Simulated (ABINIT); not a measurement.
## NaCl (Fm-3m): G0W0 in ABINIT against the bands in the self-energy

How does the gap of NaCl (Fm-3m) converge in the bands in the self-energy?

Method: PBE and many-body steps on it, plane waves, in ABINIT 10.8.3.

The database entry behind the starting cell differs from later determinations by our own check (an axis about 0.4 % short against later determinations), so it need not match the best structure at ambient conditions.

### 1. Set-up

The structure is cubic, space group Fm-3m (No. 225). The conventional cell has a = 5.620 Å, b = 5.620 Å, c = 5.620 Å, α = 90.00°, β = 90.00°, γ = 90.00°. Nearest to Na lie 6 Cl at 2.81 Å. Nearest to Cl lie 6 Na at 2.81 Å. Farther neighbours and most contacts between anions are not listed.

The cell and positions come from the Crystallography Open Database and are kept as given unless a step says otherwise.

### 2. Screening, 4×4×4 mesh, 80 bands, screening to 176.9 eV

This step: ABINIT 10.8.3; RPA screening on PBE, plane waves, norm-conserving pseudopotentials.

The RPA dielectric matrix is built and inverted for each q.

Contents of run.abi:

```
acell 3*1.0 Angstrom
rprim 
  0.000000000000 2.810000000000 2.810000000000
  2.810000000000 0.000000000000 2.810000000000
  2.810000000000 2.810000000000 0.000000000000
ntypat 2
znucl 11 17
natom 2
typat 1 2
xred 
  0.000000000000 0.000000000000 0.000000000000
  0.500000000000 0.500000000000 0.500000000000
pp_dirpath "pseudos"
pseudos "Na.upf, Cl.upf"
ecut 38
ngkpt 4 4 4
nshiftk 1
shiftk 0 0 0
kptopt 1
chksymbreak 0
istwfk *1
occopt 1
irdwfk 1
optdriver 3
nband 80
ecuteps 6.5
inclvkb 2
awtr 1
symchi 1
indata_prefix "in"
outdata_prefix "out"
tmpdata_prefix "tmp"
```

The run is started by

```
$ OMP_NUM_THREADS=1 mpirun -n 4 abinit run.abi > log
```

Log:

```text
.Version 10.8.3 of ABINIT. v10.8.2 released Aug 2026.

 Symmetries : space group Fm -3 m (#225); Bravais cF (face-center cubic)
[... echo of the input left out ...]
== DATASET  1 ==================================================================
-   mpi_nproc: 4, omp_nthreads: 1 (-1 if OMP is not activated)

--- !DatasetInfo
iteration_state: {dtset: 1, }
dimensions: {natom: 2, nkpt: 8, mband: 80, nsppol: 1, nspinor: 1, nspden: 1, mpw: 3383, }
cutoff_energies: {ecut:  38.0, pawecutdg:  -1.0, }
electrons: {nelect:   1.60000000E+01, charge:   0.00000000E+00, occopt:   1.00000000E+00, tsmear:   1.00000000E-02, }

 SCREENING: Calculation of the susceptibility and dielectric matrices

 Based on a program developped by R.W. Godby, V. Olevano, G. Onida, and L. Reining.
 Incorporated in ABINIT by V. Olevano, G.-M. Rignanese, and M. Torrent.
.Using double precision arithmetic ; gwpc =  8

[... cell and pseudopotentials left out ...]
--------------------------------------------------------------------------------

 ==== K-mesh for the wavefunctions ====
 Number of points in the irreducible wedge :     8
[... list of points left out ...]
 Together with 48 symmetry operations and time-reversal symmetry
 yields    64 points in the full Brillouin Zone.

 ==== Q-mesh for the screening function ====
 Number of points in the irreducible wedge :     8
[... list of points left out ...]
 Together with 48 symmetry operations and time-reversal symmetry
 yields    64 points in the full Brillouin Zone.

 setmesh: FFT mesh size selected  =    30x   30x   30
          total number of points  =        27000

 vcoul_init : cutoff-mode = AUXILIARY_FUNCTION
 q-points for optical limit:   1
     1)      0.000010    0.000020    0.000030

- screening: taking advantage of time-reversal symmetry
- Maximum band index for partially occupied states nbvw = 8
- Remaining bands to be divided among processors   nbcw = 72
- Number of bands treated by each node ~18

 Number of electrons calculated from density =   16.0000; Expected =   16.0000
 average of density, n =  0.053429
 r_s =    1.6471
 omega_plasma =   22.2968 [eV]

 calculating chi0 at frequencies [eV] :
  1    0.000000E+00    0.000000E+00
  2    0.000000E+00    2.229681E+01

--------------------------------------------------------------------------------
  q-point number  1        q = ( 0.000000, 0.000000, 0.000000) [r.l.u.]
--------------------------------------------------------------------------------
[... chi0 elements left out ...]
 For q-point:  0.000010 0.000020 0.000030
  dielectric constant =   2.3806
  dielectric constant without local fields =   2.7950

  Average fulfillment of the sum rule on Im[epsilon] for q-point    1 :     55.67  [%]
[... wings left out ...]
  q-point number  2        q = ( 0.250000, 0.000000, 0.000000) [r.l.u.]
--------------------------------------------------------------------------------
[... chi0 elements left out ...]
  Average fulfillment of the sum rule on Im[epsilon] for q-point    2 :     65.25  [%]

 [... 6 further q-points ...]
```

Elapsed: 60 s, on 4 MPI ranks of Arm Neoverse N1, shared host; peak memory 0.74 GiB; 3.5 min of CPU time.

Numbers from this step:

```yaml
eps_infinity_with_local_fields_on_this_mesh_along_the_program_s_q_direction: 2.381
the_same_without_local_fields: 2.795
plasma_frequency: 22.30 eV
plane_waves_in_the_screening_matrix: 259
```

Local fields lower ε∞ by 15 %. On a Γ-centred mesh this coarse the value itself is usually too large, while a short band sum pulls it down.

### 3. 16 bands

This step: G0W0 on PBE, plane waves, norm-conserving pseudopotentials.

Edit run.abi of step 2 so:

```diff
@@ -23,8 +23,15 @@
 irdwfk 1
-optdriver 3
-nband 80
+optdriver 4
+nband 16
+gwcalctyp 0
+ecutsigx 38
+symsigma 1
+nkptgw 1
+kptgw 
+  0.0000000000 0.0000000000 0.0000000000
+bdgw 
+  6 12
 ecuteps 6.5
-inclvkb 2
-awtr 1
-symchi 1
+irdscr 1
+ppmodel 1
 indata_prefix "in"
```

Log:

```text
.Version 10.8.3 of ABINIT. v10.8.2 released Aug 2026.

 Symmetries : space group Fm -3 m (#225); Bravais cF (face-center cubic)
[... echo of the input left out ...]
== DATASET  1 ==================================================================
-   mpi_nproc: 4, omp_nthreads: 1 (-1 if OMP is not activated)

--- !DatasetInfo
iteration_state: {dtset: 1, }
dimensions: {natom: 2, nkpt: 8, mband: 16, nsppol: 1, nspinor: 1, nspden: 1, mpw: 3383, }
cutoff_energies: {ecut:  38.0, pawecutdg:  -1.0, }
electrons: {nelect:   1.60000000E+01, charge:   0.00000000E+00, occopt:   1.00000000E+00, tsmear:   1.00000000E-02, }

 SIGMA: Calculation of the GW corrections

 Based on a program developped by R.W. Godby, V. Olevano, G. Onida, and L. Reining.
 Incorporated in ABINIT by V. Olevano, G.-M. Rignanese, and M. Torrent.
.Using double precision arithmetic ; gwpc =  8

[... cell and pseudopotentials left out ...]
--------------------------------------------------------------------------------

 ==== K-mesh for the wavefunctions ====
 Number of points in the irreducible wedge :     8
[... list of points left out ...]
 Together with 48 symmetry operations and time-reversal symmetry
 yields    64 points in the full Brillouin Zone.

 ==== Q-mesh for screening function ====
 Number of points in the irreducible wedge :     8
[... list of points left out ...]
 Together with 48 symmetry operations and time-reversal symmetry
 yields    64 points in the full Brillouin Zone.

 vcoul_init : cutoff-mode = AUXILIARY_FUNCTION
 q-points for optical limit:   1
     1)      0.000010    0.000020    0.000030
 setmesh: FFT mesh size selected  =    45x   45x   45
          total number of points  =        91125

 Number of electrons calculated from density =   16.0000; Expected =   16.0000
 average of density, n =  0.053429
 r_s =    1.6471
 omega_plasma =   22.2968 [eV]

 === KS Band Gaps ===
  >>>> For spin  1
   Minimum direct gap =   5.1497 [eV], located at k-point      :   0.0000  0.0000  0.0000
   Fundamental gap    =   5.1497 [eV], Top of valence bands at :   0.0000  0.0000  0.0000
                                       Bottom of conduction at :   0.0000  0.0000  0.0000
 SIGMA fundamental parameters:
 PLASMON POLE MODEL  1
 number of plane-waves for SigmaX                 3383
 number of plane-waves for SigmaC and W            259
 number of plane-waves for wavefunctions          3383
 number of bands                                    16
 number of independent spin polarizations            1
 number of spinorial components                      1
 number of k-points in IBZ                           8
 number of q-points in IBZ                           8
 number of symmetry operations                      48
 number of k-points in BZ                           64
 number of q-points in BZ                           64
 number of frequencies for dSigma/dE                 9
 frequency step for dSigma/dE [eV]                0.25
 number of omega for Sigma on real axis              0
 max omega for Sigma on real axis  [eV]           0.00
 zcut for avoiding poles [eV]                     0.10

 EPSILON^-1 parameters (SCR file):
 dimension of the eps^-1 matrix on file            259
 dimension of the eps^-1 matrix used               259
 number of plane-waves for wavefunctions          3383
 number of bands                                    80
 number of q-points in IBZ                           8
 number of frequencies                               2
 number of real frequencies                          1
 number of imag frequencies                          1

 matrix elements of self-energy operator (all in [eV])

 Perturbative Calculation

--- !SelfEnergy_ee
iteration_state: {dtset: 1, }
kpoint     : [   0.000,    0.000,    0.000, ]
spin       : 1
KS_gap     :    5.150
QP_gap     :    7.627
Delta_QP_KS:    2.477
data: !SigmaeeData |
     Band     E0 <VxcDFT>   SigX SigC(E0)      Z dSigC/dE  Sig(E)    E-E0       E
        6  -0.539 -14.493 -18.927   3.233   0.825  -0.213 -15.483  -0.990  -1.529
        7  -0.539 -14.493 -18.927   3.233   0.825  -0.213 -15.483  -0.990  -1.529
        8  -0.539 -14.493 -18.927   3.233   0.825  -0.213 -15.483  -0.990  -1.529
        9   4.611  -8.178  -4.163  -2.314   0.874  -0.144  -6.691   1.487   6.098
       10  10.523  -8.376  -3.599  -2.042   0.878  -0.139  -5.975   2.402  12.925
       11  10.523  -8.376  -3.599  -2.042   0.878  -0.139  -5.975   2.402  12.925
       12  10.523  -8.376  -3.599  -2.042   0.878  -0.139  -5.975   2.402  12.925

== END DATASET(S) ==============================================================
================================================================================

 -outvars: echo values of variables after computation  --------
           etotal      0.0000000000E+00
            nband          16
             nkpt           8
          spgroup         225
 [... the other variables as echoed above ...]

 Calculation completed.
```

The job ended after 6.4 s (4 MPI ranks; peak memory 0.62 GiB).

This step gave:

```
G0W0 gap on the points computed              : 7.627 eV
starting gap on the mesh                     : 5.150 eV
k of the valence top                         : 0, 0, 0
k of the conduction bottom                   : 0, 0, 0
Z at the valence top                         : 0.825
Z at the conduction bottom                   : 0.874
least direct G0W0 gap on the computed points : 7.627 eV
```

### 4. 26 bands

The self-energy is evaluated for the states that the input lists, and the levels follow from it, in one-shot runs by the linearised quasiparticle equation.

Edit run.abi of step 3 so:

```diff
@@ -24,3 +24,3 @@
 optdriver 4
-nband 16
+nband 26
 gwcalctyp 0
```

Log:

```text
.Version 10.8.3 of ABINIT. v10.8.2 released Aug 2026.

 Symmetries : space group Fm -3 m (#225); Bravais cF (face-center cubic)
[... echo of the input left out ...]
== DATASET  1 ==================================================================
-   mpi_nproc: 4, omp_nthreads: 1 (-1 if OMP is not activated)

--- !DatasetInfo
iteration_state: {dtset: 1, }
dimensions: {natom: 2, nkpt: 8, mband: 26, nsppol: 1, nspinor: 1, nspden: 1, mpw: 3383, }
cutoff_energies: {ecut:  38.0, pawecutdg:  -1.0, }
electrons: {nelect:   1.60000000E+01, charge:   0.00000000E+00, occopt:   1.00000000E+00, tsmear:   1.00000000E-02, }

 SIGMA: Calculation of the GW corrections

 Based on a program developped by R.W. Godby, V. Olevano, G. Onida, and L. Reining.
 Incorporated in ABINIT by V. Olevano, G.-M. Rignanese, and M. Torrent.
.Using double precision arithmetic ; gwpc =  8

[... cell and pseudopotentials left out ...]
--------------------------------------------------------------------------------

 ==== K-mesh for the wavefunctions ====
 Number of points in the irreducible wedge :     8
[... list of points left out ...]
 Together with 48 symmetry operations and time-reversal symmetry
 yields    64 points in the full Brillouin Zone.

 ==== Q-mesh for screening function ====
 Number of points in the irreducible wedge :     8
[... list of points left out ...]
 Together with 48 symmetry operations and time-reversal symmetry
 yields    64 points in the full Brillouin Zone.

 vcoul_init : cutoff-mode = AUXILIARY_FUNCTION
 q-points for optical limit:   1
     1)      0.000010    0.000020    0.000030
 setmesh: FFT mesh size selected  =    45x   45x   45
          total number of points  =        91125

 Number of electrons calculated from density =   16.0000; Expected =   16.0000
[...]
number of q-points in BZ                           64
 number of frequencies for dSigma/dE                 9
 frequency step for dSigma/dE [eV]                0.25
 number of omega for Sigma on real axis              0
 max omega for Sigma on real axis  [eV]           0.00
 zcut for avoiding poles [eV]                     0.10

 EPSILON^-1 parameters (SCR file):
 dimension of the eps^-1 matrix on file            259
 dimension of the eps^-1 matrix used               259
 number of plane-waves for wavefunctions          3383
 number of bands                                    80
 number of q-points in IBZ                           8
 number of frequencies                               2
 number of real frequencies                          1
 number of imag frequencies                          1

 matrix elements of self-energy operator (all in [eV])

 Perturbative Calculation

--- !SelfEnergy_ee
iteration_state: {dtset: 1, }
kpoint     : [   0.000,    0.000,    0.000, ]
spin       : 1
KS_gap     :    5.150
QP_gap     :    7.818
Delta_QP_KS:    2.668
data: !SigmaeeData |
     Band     E0 <VxcDFT>   SigX SigC(E0)      Z dSigC/dE  Sig(E)    E-E0       E
        6  -0.539 -14.493 -18.927   2.583   0.816  -0.225 -16.004  -1.510  -2.049
        7  -0.539 -14.493 -18.927   2.583   0.816  -0.225 -16.004  -1.510  -2.049
        8  -0.539 -14.493 -18.927   2.583   0.816  -0.225 -16.004  -1.510  -2.049
        9   4.611  -8.178  -4.163  -2.680   0.868  -0.153  -7.020   1.158   5.769
       10  10.523  -8.376  -3.599  -2.647   0.865  -0.157  -6.534   1.842  12.365
       11  10.523  -8.376  -3.599  -2.647   0.865  -0.157  -6.534   1.842  12.365
       12  10.523  -8.376  -3.599  -2.647   0.865  -0.157  -6.534   1.842  12.365

== END DATASET(S) ==============================================================
================================================================================

 -outvars: echo values of variables after computation  --------
           etotal      0.0000000000E+00
            nband          26
             nkpt           8
          spgroup         225
 [... the other variables as echoed above ...]

 Calculation completed.
```

Run time: 8.6 s. Hardware: 4 MPI ranks; peak memory 0.62 GiB; 26 s of CPU time.

This step gave:

| Quantity | Value |
| --- | --- |
| G0W0 gap on the points computed | 7.818 eV |
| starting gap on the mesh | 5.150 eV |
| k of the valence top | 0, 0, 0 |
| k of the conduction bottom | 0, 0, 0 |
| Z at the valence top | 0.816 |
| Z at the conduction bottom | 0.868 |
| least direct G0W0 gap on the computed points | 7.818 eV |

The gap on the mesh goes from 5.15 eV to 7.82 eV, a correction of +2.67 eV.

### 5. 50 bands

Edit run.abi of step 4 so:

```diff
@@ -24,3 +24,3 @@
 optdriver 4
-nband 26
+nband 50
 gwcalctyp 0
```

Log:

```text
.Version 10.8.3 of ABINIT. v10.8.2 released Aug 2026.

 Symmetries : space group Fm -3 m (#225); Bravais cF (face-center cubic)
[... echo of the input left out ...]
== DATASET  1 ==================================================================
-   mpi_nproc: 4, omp_nthreads: 1 (-1 if OMP is not activated)

--- !DatasetInfo
iteration_state: {dtset: 1, }
dimensions: {natom: 2, nkpt: 8, mband: 50, nsppol: 1, nspinor: 1, nspden: 1, mpw: 3383, }
cutoff_energies: {ecut:  38.0, pawecutdg:  -1.0, }
[...]
10  10.523  -8.376  -3.599  -3.048   0.859  -0.164  -6.890   1.486  12.009
       11  10.523  -8.376  -3.599  -3.048   0.859  -0.164  -6.890   1.486  12.009
       12  10.523  -8.376  -3.599  -3.048   0.859  -0.164  -6.890   1.486  12.009

== END DATASET(S) ==============================================================
================================================================================

 -outvars: echo values of variables after computation  --------
           etotal      0.0000000000E+00
            nband          50
             nkpt           8
          spgroup         225
 [... the other variables as echoed above ...]

 Calculation completed.
```

It took 11 s on 4 MPI ranks; peak memory 0.66 GiB.

Numbers from this step:

```
G0W0 gap on the points computed              : 7.927 eV
starting gap on the mesh                     : 5.150 eV
k of the valence top                         : 0, 0, 0
k of the conduction bottom                   : 0, 0, 0
least direct G0W0 gap on the computed points : 7.927 eV
```

Against the run before, the gap moves by +0.109 eV.

### 6. 80 bands

Edit run.abi of step 5 so:

```diff
@@ -24,3 +24,3 @@
 optdriver 4
-nband 50
+nband 80
 gwcalctyp 0
```

Log:

```text
.Version 10.8.3 of ABINIT. v10.8.2 released Aug 2026.

 Symmetries : space group Fm -3 m (#225); Bravais cF (face-center cubic)
[... echo of the input left out ...]
== DATASET  1 ==================================================================
-   mpi_nproc: 4, omp_nthreads: 1 (-1 if OMP is not activated)

--- !DatasetInfo
iteration_state: {dtset: 1, }
dimensions: {natom: 2, nkpt: 8, mband: 80, nsppol: 1, nspinor: 1, nspden: 1, mpw: 3383, }
cutoff_energies: {ecut:  38.0, pawecutdg:  -1.0, }
[...]
10  10.523  -8.376  -3.599  -3.175   0.858  -0.166  -7.002   1.375  11.898
       11  10.523  -8.376  -3.599  -3.175   0.858  -0.166  -7.002   1.375  11.898
       12  10.523  -8.376  -3.599  -3.175   0.858  -0.166  -7.002   1.375  11.898

== END DATASET(S) ==============================================================
================================================================================

 -outvars: echo values of variables after computation  --------
           etotal      0.0000000000E+00
            nband          80
             nkpt           8
          spgroup         225
 [... the other variables as echoed above ...]

 Calculation completed.
```

Run time: 14 s. Hardware: 4 MPI ranks; peak memory 0.77 GiB; 46 s of CPU time.

This step gave:

| Property | Result |
| --- | --- |
| G0W0 gap on the points computed | 7.995 eV |
| starting gap on the mesh | 5.150 eV |
| k of the valence top | 0, 0, 0 |
| k of the conduction bottom | 0, 0, 0 |
| least direct G0W0 gap on the computed points | 7.995 eV |

Against the run before, the gap moves by +0.068 eV.

### 7. Side by side

Times are wall times on 4 MPI ranks of Arm Neoverse N1, shared host, good to a factor of about two. A run's time includes the screening step that it read.

| run | mesh | bands | screening cutoff (eV) | DFT gap (eV) | gap on the mesh (eV) | direct (eV) | ε∞ used | time |
| --- | --- | --- | --- | --- | --- | --- | --- | --- |
| 16 bands | 4×4×4 | 16 | 176.9 | 5.150 | 7.627 | 7.627 | 2.38 | 66 s |
| 26 bands | 4×4×4 | 26 | 176.9 | 5.150 | 7.818 | 7.818 | 2.38 | 68 s |
| 50 bands | 4×4×4 | 50 | 176.9 | 5.150 | 7.927 | 7.927 | 2.38 | 70 s |
| 80 bands | 4×4×4 | 80 | 176.9 | 5.150 | 7.995 | 7.995 | 2.38 | 73 s |

### 8. Summary of results

```json
{"16 bands": "7.627 eV", "26 bands": "7.818 eV", "50 bands": "7.927 eV", "80 bands": "7.995 eV", "known limits": "not at the basis limit; coarse k mesh"}
```

In words: The setting moved: bands in the self-energy. From 16 bands to 80 bands the gap moves by +0.37 eV. The last step still moves it by +0.068 eV. Bands and screening cutoff are coupled, so a series along one setting does not show full convergence. Bands and cutoff are finite, so the gap is not at the basis limit. The miss can reach some tenths of an eV and take either sign; the mesh is an error of its own. In the G0W0 runs levels were corrected at 1 k point alone, so a gap called «on the mesh» is the least over those, and an edge elsewhere would be missed. The 4×4×4 mesh is coarse for this cell, which bears on the long-range parts of exchange and screening.

[Paths, hosts, dates, memory and timing lines, banners, echoed tables and standing remarks are left out of the program output.]

[Logs are printed without paths, hosts, clocks, repeated set-up lines and the standing remarks that a program may print on its own settings, such as how far it seeks lower states.]

[Runs of the session that timed out or met a known fault of the program may be left out.]

[Hosts, paths, dates, database ids (printed as entryN), source tags and the programs' standing remarks are cut or masked in the printed files.]

[G0W0 gaps are taken among the corrected bands and points alone; a level outside them can change the order at an edge.]

[Where Ansatz stands beside ABINIT at settings called matched, ABINIT's density can come from a denser mesh and the files from another edition; pairs whose starting gaps differed by over 0.03 eV were left out, so agreement reads better than it is.]
